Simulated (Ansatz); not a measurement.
# Au — field gradients at the nuclei

The cell is an entry of the Crystallography Open Database (COD) whose atoms were relaxed with PBE, the cell held.

```cif
data_structure
_symmetry_space_group_name_H-M 'P 1'
_symmetry_Int_Tables_number 1
_cell_length_a 2.9000
_cell_length_b 2.9000
_cell_length_c 4.8800
_cell_angle_alpha 90.000
_cell_angle_beta 90.000
_cell_angle_gamma 120.000
_cell_volume 35.54
loop_
_atom_site_label
_atom_site_type_symbol
_atom_site_fract_x
_atom_site_fract_y
_atom_site_fract_z
_atom_site_occupancy
Au1 Au 0.33333 0.66667 0.75000 1
Au2 Au 0.66667 0.33333 0.25000 1
```

Atom numbers follow the list; atoms alike are taken as one site, whose name carries the number of the first.

Level of theory: DFT, LDA, plane waves and PAW, scalar-relativistic, 420 eV cutoff, Γ-centred 18×18×10 k-points, Fermi–Dirac smearing 0.05 eV (Ansatz 0.2.0).

V_zz is the principal component of the electric field gradient with the largest magnitude, η = (V_xx − V_yy)/V_zz and C_Q = eQV_zz/h.

¹⁹⁷Au: I = 3/2, Q = 547.0 mb. Quadrupole moments are those of Pyykkö's year-2017 table.

```tsv
site	atoms (order as listed)	first shell	V_zz (10²¹ V/m²)	η	C_Q (MHz)
Au	1, 2	12 Au at 2.90–2.96 Å	1.02	0.00	13.6
```

An axis of threefold or higher order runs through Au, so V_zz lies along it and η is zero.

At this cell the LDA pressure is -11 GPa, so with LDA the cell would shrink if it were relaxed. The run finds no gap above 0.1 eV (a metal, or nearly one), so the gradients can move by 10 % or more with the k-mesh. Spin–orbit coupling is left out, which shifts gradients on Au by a few per cent in wide-gap crystals, and can shift them far more where the calculated gap is small or absent, as here.
